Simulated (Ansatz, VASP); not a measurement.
One calculation of HfC, two programs

```xyz
2
Lattice="0.0000 2.6325 2.6325 2.6325 0.0000 2.6325 2.6325 2.6325 0.0000" Properties=species:S:1:pos:R:3 pbc="T T T"
Hf    0.0000    0.0000    0.0000
C     1.3162    1.3162    1.3162
```

Change from the starting cell: species swapped into the CdTe type (F-43m, No. 216).

Alike in both runs: task relaxation of cell and atoms; functional PBE; k mesh 6 × 6 × 6; occupations gaussian, width 0.1 eV; no spin polarisation.

|  | VASP | Ansatz |
| --- | --- | --- |
| version | VASP 6.6.1 | Ansatz 0.2.0 |
| potentials or method | VASP PAW PBE potentials, release 64 (Hf_pv, C) | scalar-relativistic, plane waves, PAW |
| plane-wave cutoff (eV) | 600 | 420 |
| valence electrons in the cell | 14 | 30 |

```tsv
	VASP	Ansatz	Ansatz less VASP
gap on the k mesh at the Fermi level, each at its own relaxed structure (eV)	0.35	0.35	0.000
relaxed volume (Å³/atom)	15.99	16.05	+0.053
relaxed cell length with the largest relative difference (Å)	3.563	3.567	+0.0039
energy change over the relaxation (meV/atom)	-128	-120	+7.4
```

The two sets of potentials don't hold the same shells in valence.

Caveats: spin-orbit coupling is left out, which moves the levels of the heavy elements.
